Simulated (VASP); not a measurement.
# AlN (zincblende): one GW calculation on PBE orbitals in two programs

```
Al N
1.0
     0.00000    2.18488    2.18488
     2.18488    0.00000    2.18488
     2.18488    2.18488    0.00000
Al N
1 1
Direct
  0.00000 0.00000 0.00000
  0.25000 0.25000 0.25000
```

The two codes use different PAW datasets and cutoffs. VASP's cell holds 8 valence electrons and Ansatz's 8. Both sum 62 empty bands with a screening cutoff of 120 eV, short of the basis and mesh limit, and the G₀W₀ gap is that of the linearised levels of the first step.

Cutoffs: 500 eV in VASP, 420 eV in Ansatz. k meshes: 6×6×6 and 6×6×6.

|  | VASP | Ansatz |
| --- | --- | --- |
| PBE gap on the mesh | 3.31 eV | 3.32 eV |
| G₀W₀ gap on the mesh | 4.56 eV | 4.59 eV |
